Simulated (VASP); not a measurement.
Write the native input for VASP 6.6.1 that does the following.

```yaml
Task: dielectric tensor
Functional: PBEsol
Potentials_or_basis: VASP PAW PBE potentials, release 64 (Ca_sv, F)
Cutoff: 600 eV
k_mesh: 14 × 14 × 14
Occupations: gaussian, width 0.03 eV
Spin: no spin polarisation
Monkhorst-Pack_mesh: yes
Further_INCAR_settings: ALGO = Fast; EDIFF = 1e-08
```

The structure of CaF2 (Fluorite) lies in POSCAR:

```
CaF2                                    
1.0
    0.0000000000      2.7125817484      2.7125817484
    2.7125817484      0.0000000000      2.7125817484
    2.7125817484      2.7125817484     -0.0000000000
  Ca              F             
     1     2
Direct
     1.0000000000000000    1.0000000000000000    0.0000000000000000
     0.2500000000000000    0.2500000000000000    0.2500000000000000
     0.7500000000000000    0.7500000000000000    0.7500000000000000
```

These files were run (other wordings do the same):

INCAR

```
ALGO = Fast
EDIFF = 1E-8
ENCUT = 600
GGA = PS
ISIF = 2
ISMEAR = 0
KPAR = 2
LASPH = T
LCHARG = F
LEPSILON = T
LREAL = F
LWAVE = F
NELM = 80
PREC = Accurate
SIGMA = 0.03
```

KPOINTS

```
k-points
0
Monkhorst-Pack
  14 14 14
```

Potentials or basis: VASP PAW PBE potentials, release 64 (Ca_sv, F).

Command:

```bash
$ cat potpaw_PBE.64/Ca_sv/POTCAR potpaw_PBE.64/F/POTCAR > POTCAR
$ mpirun -np 2 vasp_std > vasp.out
```

Results of the run:

The electronic dielectric tensor (diagonal) is 2.31. The born charges (mean of the diagonal) is Ca +2.37; F -1.19 e.

It took 40 min on 2 MPI ranks on Intel(R) Xeon(R) Platinum 8259CL CPU @ 2.50GHz (Skylake/Cascade Lake), with other jobs on the host, peak memory 1.3 GiB a rank.
